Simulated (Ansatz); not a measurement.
PbS: field gradients at two levels of theory

Cell: a Materials Project structure (computed, not necessarily an observed phase), taken as it stands.

Space group Pnma (No. 62); a = 12.0278, b = 4.2250, c = 4.2750 Å.

| site | Wyckoff | site symmetry | x | y | z |
| --- | --- | --- | --- | --- | --- |
| Pb | 4c | .m. | 0.8713 | 0.2500 | 0.1649 |
| S | 4c | .m. | 0.6436 | 0.2500 | 0.1079 |

One atom of each set is listed.

First run. All values are calculated (Ansatz; DFT, PBE, plane waves and PAW, scalar-relativistic, 420 eV cutoff, Γ-centred 3×8×8 k-points, Fermi–Dirac smearing 0.01 eV), not measured.

```tsv
site	V_zz (10²¹ V/m²)	η
Pb	-10.43	0.21
S	-1.23	0.15
```

Second run. The same atoms and settings, except that the functional is r2SCAN and the cutoff is 500 eV.

Question: Given the first result, estimate the second.

Answer: 

| site | V_zz | η | change of V_zz |
| --- | --- | --- | --- |
| Pb | -12.09 | 0.19 | -1.66 |
| S | -1.33 | 0.04 | -0.10 |

The largest change of V_zz is on Pb, from -10.43 to -12.09. In per cent, |V_zz| changes by +16 on Pb, +8 on S (all sites that start above 0.5).

Spin–orbit coupling is left out, which shifts gradients on Pb by a few per cent, and by more where contributions nearly cancel.
